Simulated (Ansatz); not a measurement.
Ansatz input

```yaml
crystal:
  lattice:
    - [3.6804902202, 0.0, 0.0]
    - [0.0, 3.6804902202, 0.0]
    - [0.0, 0.0, 3.6804902202]
  atoms:
    - { symbol: B, position: [0.0, 1.0, 1.0] }
    - { symbol: B, position: [0.5, 0.5, 0.5] }
    - { symbol: B, position: [0.25, 1.0, 0.5] }
    - { symbol: B, position: [0.75, 0.0, 0.5] }
    - { symbol: B, position: [0.5, 0.25, 1.0] }
    - { symbol: B, position: [0.5, 0.75, 0.0] }
    - { symbol: B, position: [1.0, 0.5, 0.25] }
    - { symbol: B, position: [1.0, 0.5, 0.75] }
hamiltonian:
  xc: revpbe
  pseudopotentials:
    kind: paw
    azcp:
      B: "pseudopotentials/B.paw.azcp"
basis:
  ecutwfc: 420
  fft_grid_basis: typed
kpoints:
  mp_grid: { grid: [9, 9, 9], shift: [0, 0, 0] }
magnetization:
  spin_polarized: false
scf:
  occupations: { method: fermi_dirac, width: 0.1 }
output:
  write_density: true
  write_potential: true
  elf: true
  volumetric_format: npy
```

Output

```
Engine: ansatz 0.2.0, x86_64-unknown-linux-gnu
Pseudopotentials: kind: paw
Pseudopotential: B, paw, valence charge 3, recommended cutoff 420 eV (normal) 
Functional definition: revPBE
  parameter kappa = 1.245
  parameter beta = 0.06672455060314922
  exchange = pbe_x(kappa = kappa, mu = beta*pi^2/3)
  correlation = pbe_c(beta = beta)
Crystal: 8 atoms, lattice volume = 49.856 Å³
Basis set: ecut = 420 eV, 949 PW (Γ)
Bands: 20, of which v1, the nominal top of the filled ones, is band 12 counted from 1 (11 counted from 0)
Symmetry: 48 space group operations
Space group: Pm-3n (ITA 223), of the structure as read, at distance tolerance 3.7e-5 Å
k-points: 35 of 729
Non-local potential: B, projectors of the file, l = 0: 2, l = 1: 2, l = 2: 1
PAW form: soft (Blöchl's): semilocal exchange-correlation on the pseudo side does not see the compensation charge
PAW frozen core: B, regenerated for the run's functional, and the local potential with it (the file was generated under x = pbe(κ = 0.804, μ = 0.2195149727645171), c = pbe(β = 0.06672455060314922))
PAW one-centre angular grid: B, 110 points (default); XC on 64 Gauss nodes
Initial density: superposition of atomic densities (neutral atoms: chi_scale 0, normalization atom), corrected by the library's trained network
Initial wavefunctions: pseudopotential atomic-orbital guess
Functional: x = revpbe(κ = 1.245, μ = 0.2195149727645171), c = pbe(β = 0.06672455060314922)
SCF iter   1: F=—  HF=-1241.582633 eV  |F-HF|=—  |Δ(HF+E_count)|=         —  Δρ=7.29e-3  dr2=2.46e-2  ethr=1.77e-3  ⟨swp⟩=4.2  Hψ=3155  notcnv=0  defer=6
SCF iter   2: F=—  HF=-1241.577621 eV  |F-HF|=—  |Δ(HF+E_count)|=   5.01e-3  Δρ=3.69e-3  dr2=5.38e-3  ethr=1.03e-4  ⟨swp⟩=1.2  Hψ=999  notcnv=0  defer=11
SCF iter   3: F=—  HF=-1241.576206 eV  |F-HF|=—  |Δ(HF+E_count)|=   1.42e-3  Δρ=4.94e-4  dr2=6.34e-5  ethr=2.24e-5  ⟨swp⟩=2.6  Hψ=1068  notcnv=0  defer=11
SCF iter   4: F=—  HF=-1241.576193 eV  |F-HF|=—  |Δ(HF+E_count)|=   1.24e-5  Δρ=3.56e-5  dr2=5.53e-7  ethr=2.64e-7  ⟨swp⟩=2.1  Hψ=1078  notcnv=0  defer=11
iter 5 did not close the SCF: its close was put off for the readings that it lacked (scf_convergence_deferred on its scf_iter line)
SCF iter   5: F=-1241.576193 eV  HF=-1241.576193 eV  |F-HF|=3.99e-10  |Δ(HF+E_count)|=   9.44e-8  Δρ=4.74e-6  dr2=4.99e-9  ethr=2.30e-9  ⟨swp⟩=2.8  Hψ=1157  notcnv=0  defer=11
SCF iter   6: F=-1241.576193 eV  HF=-1241.576193 eV  |F-HF|=1.36e-11  |Δ(HF+E_count)|=  1.48e-11  Δρ=5.66e-7  dr2=6.06e-11  ethr=2.08e-11  ⟨swp⟩=3.9  Hψ=2543  notcnv=0
SCF 1 converged in 6 iterations: F = -1241.576193 eV  dr2 = 6.06e-11
SCF converged after 6 iterations
Free energy (F): -1241.576193 eV
Harris-Foulkes:  -1241.576193 eV  (|F-HF|=1.36e-11)
Internal energy: -1241.512949 eV  (E = F + TS)
E sigma→0 (E₀):  -1241.544571 eV
Entropy (-TS):   -0.063244 eV (-7.906 meV/atom)
Fermi energy:    13.670125 eV
--- Per-component energies (eV) ---
  E_band       = 140.265140
  E_kinetic    = 377.687557
  E_local      = -11.912547  (includes V_loc(G=0)·N_el)
  E_nonlocal   = 91.396859
  E_hartree    = 3.194970
  E_xc         = -256.969834
  E_vxc        = -305.500510  (∫ρ·V_xc dr)
  E_paw        = -633.071821  (= ΣΔE_a)
  E_vpaw       = -17.796149  (= ΣTr[D̂ρ^β])
  E_aug_tail   = -0.000011  (compensation charges beyond the density's cutoff)
  E_ewald      = -811.766879
  E_core_change = -0.071243  (= ΣΔE_core)
  E_smearing   = -0.063244  (= −TS)
  E_closure    = -0.000000  (closes the sum)
  Σ components = -1241.576193   (vs F -1241.576193, Δ=0.00e0)
--- Band table (eV; the first three rows and the last of 35) ---
  k-point 0: bands = ["-4.9438", "3.4420", "3.4420", "3.4420", "4.2003", "4.2003", "4.2442", "11.2230", "11.2230", "11.2230", "11.3919", "11.3919", "13.5256", "13.5256", "13.5256", "15.7923", "15.7923", "15.7923", "17.4727", "18.5208"]
  k-point 1: bands = ["-4.8334", "2.0066", "3.5540", "3.5540", "4.2755", "4.2972", "5.7464", "10.1768", "10.4744", "10.4744", "11.0401", "12.3657", "13.6449", "13.8101", "13.8101", "16.3698", "16.4454", "16.4454", "17.7496", "18.3167"]
  k-point 2: bands = ["-4.5024", "0.4154", "3.8851", "3.8851", "4.4890", "4.4938", "7.3843", "9.1099", "9.1366", "9.1366", "10.6293", "13.2238", "14.0013", "14.1640", "14.1640", "17.3359", "17.8138", "17.8138", "18.2127", "18.5365"]
  k-point 34: bands = ["0.3252", "1.2771", "1.2771", "1.3373", "2.2279", "2.2279", "2.3333", "3.2159", "16.8276", "16.8276", "17.0191", "17.1547", "17.1547", "17.8458", "17.8458", "18.4414", "18.8222", "19.3086", "19.3086", "19.9830"]
```

Launched by

```sh
ansatz run input.yaml --threads 4 --pin off --max-ram 8192MiB --backend cpu --events-out ev --progress --plain --runs-dir out
```

On 4 threads of AMD EPYC 9R45 96-Core Processor (Zen 5) (shared host) this took about 0.45 s of wall time and 1 s of CPU time, with 0.36 GiB at the peak.
